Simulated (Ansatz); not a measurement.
## Optical constants of C

All numbers below come from DFT PBE, scalar-relativistic, plane waves, PAW in Ansatz. Plane waves to 420 eV; Γ-centred k mesh 12×12×12; Gaussian smearing of 0.01 eV. No spin polarisation.

Equilibrium structure at this level:
```xyz
2
Lattice="0.0000 1.7858 1.7858 1.7858 0.0000 1.7858 1.7858 1.7858 0.0000" Properties=species:S:1:pos:R:3 pbc="T T T"
C     1.7858    1.7858    1.7858
C     2.6787    2.6787    2.6787
```

Independent-particle response (no local fields, no excitons) on a 18×18×18 mesh, broadened by 0.1 eV. Light polarised along z.

Task: Tabulate ε₁ and ε₂ against photon energy.

Result:
```
E (eV)     ε₁     ε₂
   0.1   5.96   0.00
   0.6   5.98   0.00
   1.1   6.02   0.00
   1.6   6.08   0.00
   2.1   6.18   0.00
   2.6   6.30   0.00
   3.1   6.47   0.00
   3.6   6.68   0.00
   4.1   6.96   0.00
   4.6   7.35   0.00
   5.1   7.96   0.00
   5.6   9.50   0.44
   6.1   9.31   2.10
   6.6   9.05   2.75
   7.1   8.96   3.21
   7.6   8.99   3.65
   8.1   9.15   4.13
   8.6   9.43   4.70
   9.1   9.87   5.44
   9.6  10.56   6.46
  10.1  11.73   8.07
  10.6  14.42  11.48
  11.1   5.10  33.65
  11.6  -5.98  15.72
```

Task: Where is the highest local maximum of ε₂ between 0.3 and 12 eV?

Result: At 11.1 eV, where ε₂ = 33.7.

Task: How do the static value and the gaps compare?

Result: ε₁(0) = 5.96; on the self-consistent k mesh the Kohn–Sham gap is 4.15 eV and the least direct gap 5.58 eV.

Cost: 1 run of about 0.1 core-minutes, on Intel Xeon 6975P-C (Granite Rapids) (shared hosts).